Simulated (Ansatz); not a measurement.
CdSe and the effect of the share of exact exchange

```
Cd Se
1.0
     0.00000    3.07027    3.07027
     3.07027    0.00000    3.07027
     3.07027    3.07027    0.00000
Cd Se
1 1
Direct
  0.00000 0.00000 0.00000
  0.25000 0.25000 0.25000
```

The cell is a database's computed one, not the measured one.

Kept alike: task single point; k mesh 4 × 4 × 4; occupations fermi-dirac, width 0.05 eV; no spin polarisation. Program: Ansatz, Ansatz PAW, cutoff 420 eV. The mesh is that of the run's cell of 2 atoms. No spin-orbit coupling.

| run | band gap (eV) | pressure (GPa) |
| --- | --- | --- |
| A | 2.137 | 0.11 |
| B | 3.881 | -0.99 |
| C | 2.820 | -0.35 |
| D | 0.535 | 1.47 |
| E | 1.476 | 0.62 |
| F | 1.156 | 0.89 |

The k mesh is coarse, so the values aren't converged. Pressure is positive in compression, with a Pulay correction for the finite cutoff. Spin-orbit coupling, left out here, moves the band edges of heavy atoms and can close or invert small gaps. A gap read on the mesh alone can miss an edge between its points. All rows use potentials made for PBE. The mesh is thin for exact exchange.

Q: The runs differ in the share of exact exchange alone: 0; 0.1; 0.15; 0.25; 0.35; 0.5. Which run is which?

A: Run A is 0.25; run B is 0.5; run C is 0.35; run D is 0; run E is 0.15; run F is 0.1. The band gap rises from 0.535 to 3.881 eV between 0 and 0.5. Exact exchange pulls filled levels down against empty ones, so the gap grows nearly in line with its share. The mean slope is +6.69 eV per unit of share. The pressure falls from 1.47 to -0.99 GPa between 0 and 0.5. Exact exchange shortens the bonds here, so the pressure at fixed cell falls.
